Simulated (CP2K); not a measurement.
GaP in CP2K: the effect of functional

The system is GaP.

```
Ga P
1.0
     3.85409    0.00000    0.00000
     1.92704    3.33774    0.00000
     1.92704    1.11258    3.14685
Ga P
1 1
Direct
  0.00000 0.00000 0.00000
  0.75000 0.75000 0.75000
```

Alike in all runs:

```yaml
Program: CP2K 2026.2
Task: atomic charges
Potentials_or_basis: POTENTIAL_UZH Ga GTH-PBE-q13, P GTH-PBE-q5; TZVP-MOLOPT-PBE-GTH basis
Density_cutoff: 9184 eV
k_mesh: 8 × 8 × 8
Occupations: fermi-dirac, width 0.05 eV
Spin: no spin polarisation
```

Question: One run gave: gap on the mesh 1.82 eV; pressure 0.0 GPa. Which functional did it use?
A. LDA
B. PW91
C. PBE
D. SCAN
E. AM05

Answer: D.

| functional | gap on the mesh (eV) | pressure (GPa) |
| --- | --- | --- |
| PBE | 1.66 | 3.0 |
| LDA | 1.45 | -1.0 |
| revPBE | 1.73 | 4.1 |
| PW91 | 1.65 | 2.8 |
| AM05 | 1.57 | 0.5 |
| SCAN | 1.82 | 0.0 |

Caveats: the basis of atomic orbitals isn't converged, which shifts pressures, moduli and gaps; the potentials were made for another functional, which shifts forces and pressure (some runs).

A k mesh can miss the band edges.
